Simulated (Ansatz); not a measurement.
# TaSi2: the cost of one run

Computed with Ansatz 0.2.0 (DFT PBE, scalar-relativistic, plane waves, PAW, unless a step's input says otherwise).

The COD entry's cell or inner coordinates are ideal or old and differ from later refinements, so a difference from it is no clean test against experiment.

3 further runs of the same task are left out: 3 set aside as unsound or not needed. Runs told in other sessions of the task aren't counted.

### Step 1. The structure to begin with

The structure is hexagonal, space group P6_222 (No. 180). Conventional cell: a = 4.806 Å, b = 4.806 Å, c = 6.597 Å, α = 90.00°, β = 90.00°, γ = 120.00°. Around Ta (site symmetry 222) lie 10 Si at 2.62 to 2.84 Å. Around Si (site symmetry 2) lie 5 Si at 2.57 to 2.84 Å and 5 Ta at 2.62 to 2.84 Å.

Coordinates:

```
CELL_PARAMETERS angstrom
-4.80571 0.00000 0.00000
-2.40285 -4.16186 0.00000
0.00000 0.00000 13.19469
ATOMIC_POSITIONS crystal
Ta 0.50000 0.00000 0.25000
Ta 0.50000 0.00000 0.75000
Ta 0.00000 0.50000 0.41667
Ta 0.00000 0.50000 0.91667
Ta 0.50000 0.50000 0.08333
Ta 0.50000 0.50000 0.58333
Si 0.15892 0.68216 0.25000
Si 0.15892 0.68216 0.75000
Si 0.31784 0.84108 0.41667
Si 0.31784 0.84108 0.91667
Si 0.15892 0.15892 0.08333
Si 0.15892 0.15892 0.58333
Si 0.84108 0.31784 0.25000
Si 0.84108 0.31784 0.75000
Si 0.68216 0.15892 0.41667
Si 0.68216 0.15892 0.91667
Si 0.84108 0.84108 0.08333
Si 0.84108 0.84108 0.58333
```

It is built from the cell relaxed beforehand with the same method (14.66 Å³/atom).

### Step 2. Zero of energy

The cell is repeated 2 times, 18 atoms in all. The reference gives a free energy of -67231.8696 eV, pressure 0.03 GPa, largest force 0.008 eV/Å and gap on the mesh none (metal). It was computed beforehand with the settings of the runs below.

### Step 3. Next: sliding across a plane

The cut lies on the cell's a–b face, a (0 0 1) plane of area 20.00 Å², between layers 2.20 Å apart (Si, Ta below, Si, Ta above); the cell is 13.2 Å thick. Vector c is tilted by f times 0·a + 1·b (length 4.806 Å) with the atoms' Cartesian places fixed: one unrelaxed fault per cell.

### Step 4. At f = 0.200

The input, input.yaml:

```yaml
crystal:
  lattice:
    - [-4.8057071671, 0.0, 0.0]
    - [-2.4028535835, -4.1618644899, 0.0]
    - [-0.4805707167, -0.832372898, 13.1946946197]
  atoms:
    - { symbol: Ta, position: [0.5, 0.98333, 0.08335] }
    - { symbol: Ta, position: [0.5, 0.88333, 0.58335] }
    - { symbol: Ta, position: [0.0, 0.4499966667, 0.2500166667] }
    - { symbol: Ta, position: [0.0, 0.3499966667, 0.7500166667] }
    - { symbol: Ta, position: [0.5, 0.3166633333, 0.9166833333] }
    - { symbol: Ta, position: [0.5, 0.4166633333, 0.4166833333] }
    - { symbol: Si, position: [0.1589210529, 0.6654878943, 0.08335] }
    - { symbol: Si, position: [0.1589210529, 0.5654878943, 0.58335] }
    - { symbol: Si, position: [0.3178421057, 0.7910756138, 0.2500166667] }
    - { symbol: Si, position: [0.3178421057, 0.6910756138, 0.7500166667] }
    - { symbol: Si, position: [0.1589210529, -0.0244156138, 0.9166833333] }
    - { symbol: Si, position: [0.1589210529, 0.0755843862, 0.4166833333] }
    - { symbol: Si, position: [0.8410789471, 0.3011721057, 0.08335] }
    - { symbol: Si, position: [0.8410789471, 0.2011721057, 0.58335] }
    - { symbol: Si, position: [0.6821578943, 0.1089177195, 0.2500166667] }
    - { symbol: Si, position: [0.6821578943, 0.0089177195, 0.7500166667] }
    - { symbol: Si, position: [0.8410789471, 0.6577422805, 0.9166833333] }
    - { symbol: Si, position: [0.8410789471, 0.7577422805, 0.4166833333] }
basis:
  ecutwfc: 420
kpoints:
  mp_grid: { grid: [9, 9, 3] }
hamiltonian:
  xc: pbe
scf:
  occupations: { method: gaussian, width: 0.15 }
output:
  forces: true
  stress: true
  eigenvalues: true
```

Command:

```bash
> ansatz run input.yaml --threads 2 --pin off --max-ram 5120MiB --backend cpu --events-out ev --progress --plain --runs-dir out
```

Q: Estimate wall time and peak memory on 2 threads of AMD EPYC 7R32 (Zen 2), shared host.

About 53 s, with a peak of 1.3 GiB.
